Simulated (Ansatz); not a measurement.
BeS built on the zincblende prototype, relaxed with r2SCAN in the PAW code Ansatz. It is cubic, F-43m (No. 216); a = 4.869 Å in the conventional setting, 14.43 Å³ an atom. Around Be lie 4 S at 2.11 Å; around S lie 4 Be at 2.11 Å.

The axes x, y and z are those of this cell:
```xyz
2
Lattice="0.0000 2.4343 2.4343 2.4343 0.0000 2.4343 2.4343 2.4343 0.0000" Properties=species:S:1:pos:R:3 pbc="T T T"
Be    0.0000    0.0000    0.0000
S     1.2172    1.2172    1.2172
```

Unstrained: With PBE the valence top lies at Γ and the conduction bottom at X, 3.135 eV higher; the smallest vertical gap, at Γ–K (0.10 of the way from Γ), is 5.617 eV. With r2SCAN the valence top lies at Γ and the conduction bottom at X, 3.589 eV higher; the smallest vertical gap, at Γ, is 6.234 eV. HSE06 gives an indirect gap of 4.085 eV, from Γ to X; the least direct gap is 6.804 eV at Γ–K (0.10 of the way from Γ). Meshes: PBE 10×10×10, r2SCAN 10×10×10, HSE06 6×6×6. Strains are changes of length per length. After each strain the atoms were relaxed again with r2SCAN within the symmetry that the strain leaves, so tilts or polar shifts that break it weren't tested; points keep the names that they have in the unstrained zone. Calculated for a static, non-magnetic cell.

**Question.** Apply isotropic +5.0 % on every length. How far does the gap move, against the unstrained cell?

**Answer.** PBE: the gap goes from 3.135 to 3.405 eV (+0.270 eV). r2SCAN: the gap goes from 3.589 to 3.858 eV (+0.269 eV). HSE06: the gap goes from 4.085 to 4.359 eV (+0.274 eV). The r2SCAN energy rises by 86.3 meV an atom.

**Question.** For epitaxial +4.0 % in the plane normal to [111], how far does the free direction move, and what happens to the gap?

**Answer.** The normal strain at zero normal stress is -1.40 %, 0.35 of the in-plane strain with the sign turned. PBE: the gap goes from 3.135 to 3.046 eV (-0.089 eV); with r2SCAN the top three valence levels at Γ, degenerate before, become 1+2 from the top over 287 meV. r2SCAN: the gap goes from 3.589 to 3.485 eV (-0.104 eV). HSE06: the gap goes from 4.085 to 3.995 eV (-0.090 eV).

**Question.** Apply uniaxial -1.0 % along z, other directions held. How far does the gap move, against the unstrained cell?

**Answer.** PBE: the gap goes from 3.135 to 3.027 eV (-0.108 eV); with r2SCAN the top three valence levels at Γ, degenerate before, become 1+2 from the top over 55 meV. r2SCAN: the gap goes from 3.589 to 3.477 eV (-0.112 eV). HSE06: the gap goes from 4.085 to 3.973 eV (-0.112 eV). The r2SCAN energy rises by 0.7 meV an atom.

**Question.** Apply isotropic -1.0 % on every length. How far does the gap move, against the unstrained cell?

**Answer.** PBE: the gap goes from 3.135 to 3.067 eV (-0.068 eV). r2SCAN: the gap goes from 3.589 to 3.521 eV (-0.068 eV). HSE06: the gap goes from 4.085 to 4.015 eV (-0.070 eV). The r2SCAN energy rises by 4.1 meV an atom.

**Question.** One strain changed the r2SCAN stress by xx +4.23, yy +1.75, zz +1.75 GPa (compression positive) and the gap by -0.273 eV (PBE), -0.282 eV (r2SCAN), -0.282 eV (HSE06). Which kind of strain was it, and roughly how large?

**Answer.** Uniaxial -2.5 % along x, other directions held. The pattern of the stress gives the kind; the size needs the stiffness, so it is an estimate.

The meshes of the hybrids are coarse, so their gaps aren't converged to the digits shown.

The splittings at Γ are without spin-orbit coupling, which regroups them where it is of like size or larger.
